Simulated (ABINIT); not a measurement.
# Si (P1) in ABINIT: convergence with k mesh

Aim: find how far k mesh must go before the results for Si settle, at BLYP. This setting moves, with any that are tied to it; all else stays.

All numbers are computed with ABINIT 10.8.3 (patched build); they aren't measurements. Logs are shortened: lines on timing, memory, paths and dates and some standing lists are left out, and cuts for length are marked. The log counts tension as positive stress, the text compression.

### Step 1. The cell of the first run

The typed cell holds 4 atoms: a = 3.831 Å, b = 3.831 Å, c = 6.333 Å, α = 90.00°, β = 90.00°, γ = 120.00°.

This isn't the form of Si at room conditions, which is diamond.

The cell isn't the ideal one: atoms moved at random, drawn with an rms of 0.05 Å.

### Step 2. With k mesh 2 × 2 × 1

run.abi reads:

```
# Pseudopotentials
pp_dirpath "./"
pseudos "Si.GGA_PBE-JTH.xml"

# Structure
acell 3*1.0
rprim
     7.2401406968     0.0000000000     0.0000000000
    -3.6200703485     6.2701457705     0.0000000000
     0.0000000000     0.0000000000    11.9669212312
ntypat 1
znucl 14
natom 4
typat 1 1 1 1
xred
     0.6624090000     0.3337130000     0.9403250000
     0.3346860000     0.6586850000     0.4343140000
     0.6743670000     0.3454220000     0.5621860000
     0.3142490000     0.6473930000     0.0588250000
chkprim 0
chksymtnons 0
tolsym 1.0e-6

# Plane-wave basis
ecut 15.0
pawecutdg 30.0
pawxcdev 0

# k points
kptopt 1
ngkpt 2 2 1
nshiftk 1
shiftk 0.0 0.0 0.0

# Exchange and correlation
ixc -106131

# Bands and occupations
nband 12
occopt 6
tsmear 0.00183747

# SCF cycle
nstep 100
tolvrs 1.0e-9

# Output
iomode 3
prtwf 0
prtden 0
prteig 0
prtebands 0
enunit 1
```

Potentials or basis: JTH PAW PBE v2.0.

The run is started by

```bash
> abinit run.abi > log 2>&1
```

run.abo:

```text
.Version 10.8.3 of ABINIT
 Symmetries : space group P1 (#  1); Bravais aP (primitive triclinic)
================================================================================
 Values of the parameters that define the memory need of the present run
     intxc =       0    ionmov =       0      iscf =      17    lmnmax =       8
     lnmax =       4     mgfft =      45  mpssoang =       2    mqgrid =    3001
     natom =       4  nloc_mem =       2    nspden =       1   nspinor =       1
    nsppol =       1      nsym =       1    n1xccc =       1    ntypat =       1
    occopt =       6   xclevel =       2
       mpw =         761          nfft =       32805          nkpt =           4
 PAW method is used; the additional fine FFT grid is defined by:
   mgfftf=        60    nfftf =     77760
================================================================================
================================================================================

--------------------------------------------------------------------------------
------------- Echo of variables that govern the present computation ------------
--------------------------------------------------------------------------------
 -outvars: echo values of preprocessed input variables --------
            acell      1.0000000000E+00  1.0000000000E+00  1.0000000000E+00 Bohr
              amu      2.80855000E+01
          chkprim           0
      chksymtnons           0
             ecut      1.50000000E+01 Hartree
           enunit           1
              ixc     -106131
         kptrlatt        2    0    0      0    2    0      0    0    1
          kptrlen      1.19669212E+01
            natom           4
            nband          12
            ngfft          27      27      45
          ngfftdg          36      36      60
             nkpt           4
            nstep         100
             nsym           1
           ntypat           1
           occopt           6
        pawecutdg      3.00000000E+01 Hartree
         pawxcdev           0
           prtden           0
        prtebands           0
           prteig           0
            prtwf           0
            rprim      7.2401406968E+00  0.0000000000E+00  0.0000000000E+00
                      -3.6200703485E+00  6.2701457705E+00  0.0000000000E+00
                       0.0000000000E+00  0.0000000000E+00  1.1966921231E+01
          spgroup           1
           tolsym      1.00000000E-06
           tolvrs      1.00000000E-09
           tsmear      1.83747000E-03 Hartree
            typat      1  1  1  1
           useylm           1
           xangst      1.8986189445E+00  1.1072658238E+00  5.9547227783E+00
                       2.0472644801E-02  2.1855288500E+00  2.7503463895E+00
                       1.9220033906E+00  1.1461164994E+00  3.5601114294E+00
                      -3.6196371718E-02  2.1480617880E+00  3.7251648891E-01
            xcart      3.5878698226E+00  2.0924291555E+00  1.1252795207E+01
                       3.8687691747E-02  4.1300509668E+00  5.1974014276E+00
                       3.6320600214E+00  2.1658462923E+00  6.7276355793E+00
                      -6.8401229298E-02  4.0592484808E+00  7.0395414143E-01
[... 141 lines left out ...]
    4     -0.03619637171757     2.14806178797541     0.37251648891036

 cartesian forces (hartree/bohr) at end:
    1     -0.00794358678917    -0.02285006201092    -0.00156660532327
    2     -0.00419377717649     0.02186238345479     0.00899504442882
    3      0.00544845875851    -0.01997970124585    -0.00711547271058
    4      0.00668890520715     0.02096737980198    -0.00031296639496
 frms,max,avg= 1.3317023E-02 2.2850062E-02  -7.480E-07 -3.058E-06 -4.243E-06 h/b

 cartesian forces (eV/Angstrom) at end:
    1     -0.40847565615396    -1.17499743136070    -0.08055808469685
    2     -0.21565269309627     1.12420895796787     0.46254378188484
    3      0.28017101411195    -1.02739754631747    -0.36589231809760
    4      0.34395733513828     1.07818601971030    -0.01609337909040
 frms,max,avg= 6.8478884E-01 1.1749974E+00  -3.846E-05 -1.572E-04 -2.182E-04 e/A
 length scales=  1.000000000000  1.000000000000  1.000000000000 bohr
              =  0.529177210544  0.529177210544  0.529177210544 angstroms
 Fermi (or HOMO) energy (eV) =   6.39754   Average Vxc (eV)=  -8.77807
 Eigenvalues (   eV  ) for nkpt=   4  k points:
 kpt#   1, nband= 12, wtk=  0.25000, kpt=  0.0000  0.0000  0.0000 (reduced coord)
  -6.15083   -3.91552   -1.08680    4.25567    4.72189    5.68068    5.77884    6.25067
   7.09786    7.90466    8.34693    8.39584
 prteigrs : prtvol=0 or 1, do not print more k-points.

--- !EnergyTerms
iteration_state     : {dtset: 1, }
comment             : Components of total free energy in Hartree
kinetic             :  6.28840466549847E+00
hartree             :  1.25341307746682E+00
xc                  : -9.57076697133623E+00
Ewald energy        : -1.67377121455210E+01
psp_core            :  5.57497926220905E-01
local_psp           : -5.02679014134137E+00
PAW spherical_terms :  7.47497961847213E+00
internal            : -1.57609739705403E+01
'-kT*entropy'       :  2.71129752987920E-05
total_energy        : -1.57609468575650E+01
total_energy_eV     : -4.28877212543582E+02
...

--- !EnergyTermsDC
iteration_state     : {dtset: 1, }
comment             : '"Double-counting" decomposition of free energy'
band_energy         :  5.15210836989384E-01
Ewald energy        : -1.67377121455210E+01
psp_core            :  5.57497926220905E-01
xc_dc               : -4.04911462975730E+00
PAW spherical_terms :  3.95312952099484E+00
internal            : -1.57609884910732E+01
'-kT*entropy'       :  2.71129752987920E-05
total_energy_dc     : -1.57609613780979E+01
total_energy_dc_eV  : -4.28877607667411E+02
...

--- !EnergyTermsWithPAWCore
iteration_state     : {dtset: 1, }
comment             : 'Components of total free energy, including PAW core contributions'
Total energy        : -1.16059528128157E+03
Total energy DC     : -1.16059529580210E+03
Total energy (eV)   : -3.15814064742157E+04
Total energy DC (eV): -3.15814068693395E+04
...

 Cartesian components of stress tensor (hartree/bohr^3)
  sigma(1 1)= -4.88433912E-04  sigma(3 2)=  6.11686802E-07
  sigma(2 2)= -3.05642472E-04  sigma(3 1)= -2.39355528E-05
  sigma(3 3)=  9.64437294E-05  sigma(2 1)= -5.31888642E-06

-Cartesian components of stress tensor (GPa)         [Pressure=  6.8417E+00 GPa]
- sigma(1 1)= -1.43702218E+01  sigma(3 2)=  1.79964470E-02
- sigma(2 2)= -8.99231199E+00  sigma(3 1)= -7.04208276E-01
- sigma(3 3)=  2.83747248E+00  sigma(2 1)= -1.56487041E-01

== END DATASET(S) ==============================================================
================================================================================

 -outvars: echo values of variables after computation  --------
            acell      1.0000000000E+00  1.0000000000E+00  1.0000000000E+00 Bohr
           etotal     -1.5760961378E+01
            fcart     -7.9435867892E-03 -2.2850062011E-02 -1.5666053233E-03
                      -4.1937771765E-03  2.1862383455E-02  8.9950444288E-03
                       5.4484587585E-03 -1.9979701246E-02 -7.1154727106E-03
                       6.6889052072E-03  2.0967379802E-02 -3.1296639496E-04
            rprim      7.2401406968E+00  0.0000000000E+00  0.0000000000E+00
                      -3.6200703485E+00  6.2701457705E+00  0.0000000000E+00
                       0.0000000000E+00  0.0000000000E+00  1.1966921231E+01
           strten     -4.8843391158E-04 -3.0564247225E-04  9.6443729385E-05
                       6.1168680204E-07 -2.3935552794E-05 -5.3188864154E-06
           xangst      1.8986189445E+00  1.1072658238E+00  5.9547227783E+00
                       2.0472644801E-02  2.1855288500E+00  2.7503463895E+00
                       1.9220033906E+00  1.1461164994E+00  3.5601114294E+00
                      -3.6196371718E-02  2.1480617880E+00  3.7251648891E-01
             xred      6.6240900000E-01  3.3371300000E-01  9.4032500000E-01
                       3.3468600000E-01  6.5868500000E-01  4.3431400000E-01
                       6.7436700000E-01  3.4542200000E-01  5.6218600000E-01
                       3.1424900000E-01  6.4739300000E-01  5.8825000000E-02
 Calculation completed.
```

Run time: 11 s. Hardware: 1 thread of Arm Neoverse V1, shared host; peak memory 0.09 GiB.

What came out:

```yaml
Free_energy: -428.8776 eV
Pressure: 6.8 GPa
Largest_force: 1.247 eV/Å
Band_gap_on_the_k_mesh: 0.19 eV, indirect (least direct gap 0.85 eV)
Valence_electrons_inside_the_program's_atomic_spheres: Si 1.57, 1.58, 1.59 (radii [1.0104] Å)
```

### Step 3. With k mesh 4 × 4 × 2

run.abi, as its differences from that of step 2:

```diff
@@ -30,3 +30,3 @@
 kptopt 1
-ngkpt 2 2 1
+ngkpt 4 4 2
 nshiftk 1
```

Potentials or basis: JTH PAW PBE v2.0.

The run is started by

```bash
> abinit run.abi > log 2>&1
```

Wall time 24 s (1 thread of Arm Neoverse V1, shared host); peak memory 0.1 GiB.

Results (log left out):

- Free energy: -430.8616 eV
- Pressure: 5.0 GPa
- Largest force: 0.999 eV/Å
- Band gap on the k mesh: 0.27 eV, indirect (least direct gap 0.89 eV)
- Valence electrons inside the program's atomic spheres: Si 1.57, 1.58 (radii [1.0104] Å)

### Step 4. With k mesh 5 × 5 × 2

run.abi, as its differences from that of step 3:

```diff
@@ -30,3 +30,3 @@
 kptopt 1
-ngkpt 4 4 2
+ngkpt 5 5 2
 nshiftk 1
```

The run is started by

```bash
> abinit run.abi > log 2>&1
```

Wall time 27 s (1 thread of Arm Neoverse V1, shared host); peak memory 0.1 GiB.

It converged, with:

- Free energy: -430.9822 eV
- Pressure: 4.8 GPa
- Largest force: 0.992 eV/Å
- Band gap on the k mesh: 0.40 eV, indirect (least direct gap 0.89 eV)
- Valence electrons inside the program's atomic spheres: Si 1.57, 1.58 (radii [1.0104] Å)

### Step 5. With k mesh 6 × 6 × 3

run.abi, as its differences from that of step 4:

```diff
@@ -30,3 +30,3 @@
 kptopt 1
-ngkpt 5 5 2
+ngkpt 6 6 3
 nshiftk 1
```

The run is started by

```bash
> abinit run.abi > log 2>&1
```

It took 51 s on 1 thread of Arm Neoverse V1, shared host; peak memory 0.12 GiB.

The run converged. Its results:

* Free energy: -430.9940 eV
* Pressure: 4.8 GPa
* Largest force: 1.001 eV/Å
* Band gap on the k mesh: 0.28 eV, indirect (least direct gap 0.89 eV)
* Valence electrons inside the program's atomic spheres: Si 1.57, 1.58 (radii [1.0104] Å)

### Step 6. With k mesh 7 × 7 × 4

run.abi, as its differences from that of step 5:

```diff
@@ -30,3 +30,3 @@
 kptopt 1
-ngkpt 6 6 3
+ngkpt 7 7 4
 nshiftk 1
```

Potentials or basis: JTH PAW PBE v2.0.

The run is started by

```bash
> abinit run.abi > log 2>&1
```

Wall time 65 s (1 thread of Arm Neoverse V1, shared host); peak memory 0.14 GiB.

The run converged. Its results:

```
Free energy                                           : -431.0178 eV
Pressure                                              : 4.7 GPa
Largest force                                         : 1.001 eV/Å
Band gap on the k mesh                                : 0.35 eV, indirect (least direct gap 0.89 eV)
Valence electrons inside the program's atomic spheres : Si 1.57, 1.58 (radii [1.0104] Å)
```

### Step 7. With k mesh 8 × 8 × 4

run.abi, as its differences from that of step 6:

```diff
@@ -30,3 +30,3 @@
 kptopt 1
-ngkpt 7 7 4
+ngkpt 8 8 4
 nshiftk 1
```

The run is started by

```bash
> abinit run.abi > log 2>&1
```

It took 83 s on 1 thread of Arm Neoverse V1, shared host; peak memory 0.15 GiB.

The run converged. Its results:

```yaml
Free_energy: -431.0234 eV
Pressure: 4.7 GPa
Largest_force: 1.000 eV/Å
Band_gap_on_the_k_mesh: 0.29 eV, indirect (least direct gap 0.89 eV)
Valence_electrons_inside_the_program's_atomic_spheres: Si 1.57, 1.58 (radii [1.0104] Å)
```

### Step 8. With k mesh 10 × 10 × 5

run.abi, as its differences from that of step 7:

```diff
@@ -30,3 +30,3 @@
 kptopt 1
-ngkpt 8 8 4
+ngkpt 10 10 5
 nshiftk 1
```

The run is started by

```bash
> abinit run.abi > log 2>&1
```

It took 2.9 min on 1 thread of Arm Neoverse V1, shared host; peak memory 0.21 GiB.

Results (log left out):

| Property | Result |
| --- | --- |
| Free energy | -431.0253 eV |
| Pressure | 4.7 GPa |
| Largest force | 0.999 eV/Å |
| Band gap on the k mesh | 0.29 eV, indirect (least direct gap 0.89 eV) |
| Valence electrons inside the program's atomic spheres | Si 1.57, 1.58 (radii [1.0104] Å) |

### Step 9. With k mesh 12 × 12 × 6

run.abi, as its differences from that of step 8:

```diff
@@ -30,3 +30,3 @@
 kptopt 1
-ngkpt 10 10 5
+ngkpt 12 12 6
 nshiftk 1
```

Potentials or basis: JTH PAW PBE v2.0.

The run is started by

```bash
> abinit run.abi > log 2>&1
```

Wall time 4.3 min (1 thread of Arm Neoverse V1, shared host); peak memory 0.3 GiB.

Results (log left out):

* Free energy: -431.0261 eV
* Pressure: 4.7 GPa
* Largest force: 0.999 eV/Å
* Band gap on the k mesh: 0.29 eV, indirect (least direct gap 0.89 eV)
* Valence electrons inside the program's atomic spheres: Si 1.57, 1.58 (radii [1.0104] Å)

### Step 10. The series at a glance

```
     k mesh  energy less the tightest run (meV/atom)  pressure (GPa)  largest force (eV/Å)  gap on the mesh (eV)  SCF cycles  CPU time (s)  peak memory (GiB)
  2 × 2 × 1                                   537.13            6.84                 1.247                 0.189          14            11               0.09
  4 × 4 × 2                                    41.12            5.03                 0.999                 0.275          16            24                0.1
  5 × 5 × 2                                    10.99            4.82                 0.992                 0.396          14            27                0.1
  6 × 6 × 3                                     8.04            4.76                 1.001                 0.284          16            51               0.12
  7 × 7 × 4                                     2.07            4.71                 1.001                 0.345          12            65               0.14
  8 × 8 × 4                                     0.68            4.70                 1.000                 0.286          12            83               0.15
10 × 10 × 5                                     0.20            4.70                 0.999                 0.287          14           180               0.21
12 × 12 × 6                                     0.00            4.70                 0.999                 0.287          12           260                0.3
```

Against the tightest run, the energy stays within 1 meV/atom from 8 × 8 × 4 on; the pressure stays within 0.1 GPa from 6 × 6 × 3 on; the largest force stays within 0.005 eV/Å from 6 × 6 × 3 on; the gap on the mesh stays within 0.01 eV from 8 × 8 × 4 on. Meshes of other sizes hit other points, so gaps and Fermi surfaces needn't settle smoothly. The tightest run that finished is the yardstick and may itself not be fully converged.

Caveats: the PAW data sets were made with another functional, which shifts forces and pressure a little.
